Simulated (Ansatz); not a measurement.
Structures of SrTiO₃: which is lowest?

Plane-wave DFT in Ansatz with scalar-relativistic PAW potentials, cutoff 420 eV, Γ-centred meshes chosen by cell and gap, Gaussian smearing with energies taken to zero width. Every cell was relaxed (cell and atoms) in a run of its own, within the symmetry of its start. U_eff on d shells: Ti 4 eV. Functional: PBE+U.

Relaxed structures (starts from databases or built by putting these elements on another compound's sites):
A. Pm-3m, 5 atoms in the computed cell, a = 3.947 Å; sites (symmetry × multiplicity) Sr m-3m × 1, Ti m-3m × 1, O 4/mm.m × 3; start: database
B. I4/mcm, 10 atoms in the computed cell, a = 5.564 Å, c = 7.927 Å; sites (symmetry × multiplicity) Sr -42m × 4, Ti 4/m.. × 4, O 422 × 4 + m.2m × 8; start: database

Rank them by energy. Could pressure change the order?

| structure | group | E − E(lowest) (meV/atom) | V (Å³/atom) | gap on mesh (eV) |
| --- | --- | --- | --- | --- |
| B | I4/mcm | 0.0 | 12.27 | 2.41 |
| A | Pm-3m | 2.3 | 12.30 | 2.30 |

B is lowest, 2 meV/atom under A. The two lowest differ in volume by under 3 %, too little for a first-order estimate of what pressure does to that pair (other pairs aren't weighed here); with rigid cells even 3 % in favour of the higher one would need about 1 GPa. Other structures may lie lower than all of these, and vibrations aren't counted.